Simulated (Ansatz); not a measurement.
**BeTe: the band gap up the ladder of functionals**

The task here is to estimate one member of a computed series from the others.

The COD entry's cell or inner coordinates are ideal or old and differ from later refinements, so a difference from it is no clean test against experiment.

Code: Ansatz 0.2.0. PAW datasets, plane waves. (Simulation; spin polarisation is off.)

**Starting point**

The cell was relaxed beforehand with r2SCAN.

It is cubic, F-43m (No. 216); conventional cell a = 5.657 Å, 22.63 Å³ an atom. Around Be lie 4 Te at 2.45 Å; around Te lie 4 Be at 2.45 Å.

As a file:

```xyz
2
Lattice="0.0000 2.8286 2.8286 2.8286 0.0000 2.8286 2.8286 2.8286 0.0000" Properties=species:S:1:pos:R:3 pbc="T T T"
Be    0.0000    0.0000    0.0000
Te    1.4143    1.4143    1.4143
```

The first run:

Contents of input.yaml:

```yaml
crystal:
  lattice:
    - [0.0, 2.8286228811, 2.8286228811]
    - [2.8286228811, 0.0, 2.8286228811]
    - [2.8286228811, 2.8286228811, 0.0]
  atoms:
    - { symbol: Be, position: [0.0, 0.0, 0.0] }
    - { symbol: Te, position: [0.25, 0.25, 0.25] }
kpoints:
  mp_grid: { grid: [8, 8, 8] }
  band_path:
    path:
      - [[0.0, 0.0, 0.0], [-0.5, -0.5, -1.819374999607e-33], [-0.375, -0.375, 0.25]]
      - [[-0.375, -7.165431908765e-19, 0.375], [0.0, 0.0, 0.0], [-4.776954605843e-19, -4.776954605843e-19, 0.5], [-0.5, -0.25, 0.25], [-0.5, -0.5, -1.819374999607e-33]]
    npoints: 10
hamiltonian:
  xc: pbe
scf:
  occupations: { method: fermi_dirac, width: 0.02 }
  n_extra_bands: 4
output:
  forces: true
  stress: true
  eigenvalues: true
```

Run with:

```bash
$ ansatz run input.yaml --threads 2 --pin off --max-ram 4608MiB --backend cpu --events-out ev --progress --plain --runs-dir out
```

Steps of the session up to this table: PBE band path; r2SCAN; HSE06 at the same geometry; Single point with PBE+SOC; PBE0 at the same geometry; LDA at the same geometry; Quasiparticle levels, G0W0@PBE; One-shot GW from PBE; DDH-PBE0; HSE06+SOC at the same geometry; r2SCAN0 at the same geometry; Hartree-Fock at the same geometry.

One of the session's tables, all rows but one given; the rest of the session is left out.

| level | gap (eV) |
| --- | --- |
| PBE | 2.02 |
| r2SCAN | 2.38 |
| HSE06 | 2.69 |
| PBE+SOC | 1.73 |
| PBE0 | 3.35 |
| LDA | 1.92 |
| G0W0@PBE (135 empty bands) | 2.80 |
| G0W0@PBE (335 empty bands) | 2.89 |
| DDH-PBE0 | 2.73 |
| HSE06+SOC | 2.40 |
| r2SCAN0 | ? |
| Hartree-Fock | 7.98 |

Q: Estimate the row for r2SCAN0 from the others.

**Answer.** gap (eV): 3.55. In the column «gap (eV)» it lies between PBE0 (3.35) and Hartree-Fock (7.98).

Meshes: PBE 8×8×8, r2SCAN 8×8×8, HSE06 6×6×6, PBE+SOC 8×8×8, PBE0 6×6×6, LDA 8×8×8, DDH-PBE0 6×6×6, HSE06+SOC 4×4×4, r2SCAN0 6×6×6, Hartree-Fock 6×6×6

PBE+SOC gives the least gap, 1.73 eV, and Hartree-Fock the largest, 7.98 eV. Against G0W0@PBE, PBE is short by 0.87 eV, at 70 % of it, and r2SCAN 82 %. PBE0 lies 0.65 eV above HSE06, which differs from it by screening the long-range exchange. Hartree-Fock lies above G0W0@PBE by 5.1 eV. Spin-orbit coupling changes the PBE gap by -0.29 eV, and the other levels here lack it unless marked. No extrapolation in bands, cutoff or mesh was made for G0W0. All values are for fixed nuclei; lattice motion, which mostly narrows measured gaps, is not included.

To keep in mind: Warnings in the runs' records: stress exchange threshold loose, stress scf threshold loose.
